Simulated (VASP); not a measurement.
# Si (a cell with a defect) in VASP: further runs, part 2 of 2

VASP 6.6.1.

### Step 3. Single point, PBEsol

INCAR

```
SYSTEM = Si
  PREC = Accurate
  ENCUT = 520
  EDIFF = 1E-6
  ISMEAR = -1
  SIGMA = 0.05
  LREAL = Auto
  LASPH = .True.
  NELM = 100
  ALGO = Fast
  ISIF = 2
  LWAVE = .False.
  LCHARG = .False.
  GGA = PS
  NBANDS = 48
```

KPOINTS

```
Automatic mesh
0
Gamma
  2 2 2
  0 0 0
```

POSCAR

```
Si
1.0
    0.0000000000      5.4300000000      5.4300000000
    5.4300000000      0.0000000000      5.4300000000
    5.4300000000      5.4300000000      0.0000000000
Si
17
Direct
    0.0096504604      0.0091353591     -0.0270313076
    0.1289061694      0.1286544199      0.1114743094
   -0.0201900552     -0.0203289134      0.4814475138
    0.1048883978      0.1045418048      0.6068077348
    0.0052837017      0.5002461326      0.0023461326
    0.1371848066      0.6200975138      0.1224954880
    0.0099674033      0.4705156538      0.5117697974
    0.1290169429      0.6097502762      0.6307460405
    0.5005011971      0.0049999079      0.0023593923
    0.6205445672      0.1367220994      0.1224948435
    0.4708948435      0.0094556169      0.5118066298
    0.6098857274      0.1287787293      0.6307647330
    0.5074791897      0.5070289134      0.0096563536
    0.6320041436      0.6317273481      0.1338997238
    0.5005488950      0.5003035912      0.5071582873
    0.6204522099      0.6200067219      0.6393654696
    0.8471335175      0.8467863720      0.3499066298
```

Potentials or basis: VASP PAW PBE potentials, release 64 (Si).

On the command line:

```bash
> cat potpaw_PBE.64/Si/POTCAR > POTCAR
> mpirun -np 1 vasp_std > vasp.out
```

OUTCAR:

```text
SYSTEM = Si
   PREC = Accurate
   ENCUT = 520
   EDIFF = 1E-6
   ISMEAR = -1
   LREAL = Auto
   LASPH = .True.
   NELM = 100
   ISIF = 2
   GGA = PS

 ion  position               nearest neighbor table
   1  0.010  0.009  0.973-   4 2.32   2 2.37  17 2.41   6 2.44  10 2.44
   2  0.129  0.129  0.111-   5 2.33   9 2.33   3 2.34   1 2.37  17 3.08
   3  0.980  0.980  0.481-   2 2.34  12 2.34   8 2.34   4 2.35  17 2.49
   4  0.105  0.105  0.607-   7 2.32  11 2.32   1 2.32   3 2.35
   5  0.005  0.500  0.002-   6 2.33   8 2.33   2 2.33  14 2.34
   6  0.137  0.620  0.122-  13 2.33   5 2.33   1 2.44   7 2.44  17 2.51
   7  0.010  0.471  0.512-   4 2.32   8 2.37  17 2.41   6 2.44  16 2.45
   8  0.129  0.610  0.631-  15 2.33   5 2.33   3 2.34   7 2.37  17 3.07
   9  0.501  0.005  0.002-  10 2.33  12 2.33   2 2.33  14 2.34
  10  0.621  0.137  0.122-  13 2.33   9 2.33   1 2.44  11 2.45  17 2.51
  11  0.471  0.009  0.512-   4 2.32  12 2.37  17 2.41  10 2.45  16 2.45
  12  0.610  0.129  0.631-  15 2.33   9 2.33   3 2.34  11 2.37  17 3.08
  13  0.507  0.507  0.010-  16 2.33   6 2.33  10 2.33  14 2.34
  14  0.632  0.632  0.134-  13 2.34  15 2.34   9 2.34   5 2.34
[... 212 lines left out ...]
      1      -6.3476      2.00000
      2      -3.9013      2.00000
      3      -3.6786      2.00000
      4      -3.6779      2.00000
      5      -3.5184      2.00000
      6      -2.7816      2.00000
[... 381 lines left out ...]
     45      10.0754      0.00000
     46      10.3016      0.00000
 [bands above 46 left out]

------------------------ aborting loop because EDIFF is reached ----------------------------------------

  FORCE on cell =-STRESS in cart. coord.  units (eV):
  Direction    XX          YY          ZZ          XY          YZ          ZX
  --------------------------------------------------------------------------------------
  -------------------------------------------------------------------------------------
  Total        5.7124701      5.7159035      5.7305474     -0.6746268     -0.6558873     -0.6520422
  in kB       28.5828178     28.5999967     28.6732688     -3.3755511     -3.2817865     -3.2625473
  external PRESSURE =      28.6186944 kB  Pullay stress =       0.0000000 kB

 VOLUME and BASIS-vectors are now :
 -----------------------------------------------------------------------------
  energy-cutoff  :      520.00
  volume of cell :      320.21
      direct lattice vectors                 reciprocal lattice vectors
     0.000000000  5.430000000  5.430000000    -0.092081031  0.092081031  0.092081031
     5.430000000  0.000000000  5.430000000     0.092081031 -0.092081031  0.092081031
     5.430000000  5.430000000  0.000000000     0.092081031  0.092081031 -0.092081031

 POSITION                                       TOTAL-FORCE (eV/Angst)
 -----------------------------------------------------------------------------------
      5.33282      5.33562      0.10201         0.014108      0.012190     -0.128559
      1.30390      1.30527      1.39855         0.000126      0.001324     -0.042156
      7.93387      7.93463     10.63998         0.096713      0.097947      0.096097
      3.86263      3.86451      1.13721         0.056768      0.056342      0.053953
      2.72908      0.04143      2.74503        -0.037024     -0.017047     -0.019219
      4.03228      1.41006      4.11204        -0.047094     -0.014070     -0.018481
[... 9 lines left out ...]
      6.83839      6.84081      6.73569        -0.017649     -0.014495     -0.045729
      6.49804      6.49993      9.19798         0.188744      0.190369      0.206992
 -----------------------------------------------------------------------------------
    total drift:                               -0.003292     -0.001717      0.000430

  FREE ENERGIE OF THE ION-ELECTRON SYSTEM (eV)
  ---------------------------------------------------
  free  energy   TOTEN  =       -93.7317933839 eV

  energy  without entropy=      -93.6588953961  energy(sigma->0) =      -93.69534439
```

It took 3 min on 1 thread of AMD EPYC 9R45 (Zen 5), shared host; peak memory 0.43 GiB.

What came out:

| Quantity | Value |
| --- | --- |
| Free energy | -93.7318 eV |
| Pressure | 2.9 GPa |
| Largest force | 0.339 eV/Å |
| Band gap on the k mesh | none (metal or under the smearing width) |

Forces in eV/Å, atoms in the order of the input:
```
Si   0.014  0.012 -0.129
Si   0.000  0.001 -0.042
Si   0.097  0.098  0.096
Si   0.057  0.056  0.054
Si  -0.037 -0.017 -0.019
Si  -0.047 -0.014 -0.018
Si   0.008 -0.127  0.010
Si   0.002 -0.040 -0.002
Si  -0.017 -0.037 -0.019
Si  -0.016 -0.047 -0.018
Si  -0.123  0.005  0.010
Si  -0.041  0.002 -0.002
Si  -0.023 -0.025 -0.021
Si  -0.026 -0.025 -0.023
Si  -0.019 -0.019 -0.038
Si  -0.018 -0.014 -0.046
Si   0.189  0.190  0.207
```

Caveat: the k mesh is coarse (spacing up to 0.50 Å⁻¹), so the values aren't converged; the PAW data sets were made with another functional, which shifts forces and pressure a little.
